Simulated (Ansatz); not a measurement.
Relaxing PbO in the rocksalt type

First guess:

```xyz
2
Lattice="0.0000 2.3132 2.3132 2.3132 0.0000 2.3132 2.3132 2.3132 0.0000" Properties=species:S:1:pos:R:3 pbc="T T T"
Pb    0.0000    0.0000    0.0000
O     2.3132    2.3132    2.3132
```

Level of theory: DFT, PBE, PAW with Ansatz's default frozen-core files, scalar-relativistic (Ansatz 0.2.0).

Cell and atoms relax within the symmetry of the start on a 12×12×12 k mesh with 0.05 eV Fermi–Dirac smearing.

The start is built from a prototype, known or not as a phase of this compound; the cutoff is 420 eV.

Spin–orbit coupling is left out, though it moves levels of the heavy atoms by tenths of an eV or more.

Question: What is the pressure of the first guess?

Answer: 80.7 GPa.

Question: What does it relax to?

Answer: a = 5.265 Å, b = 5.265 Å, c = 5.265 Å, α = 90.00°, β = 90.00°, γ = 90.00° (conventional cell), 18.24 Å³ per atom:
```
CELL_PARAMETERS angstrom
0.00000 2.63230 2.63230
2.63230 0.00000 2.63230
2.63230 2.63230 0.00000
ATOMIC_POSITIONS crystal
Pb 0.00000 0.00000 0.00000
O 0.50000 0.50000 0.50000
```

Question: How much energy does the relaxation release?

Answer: 1039 meV/atom.
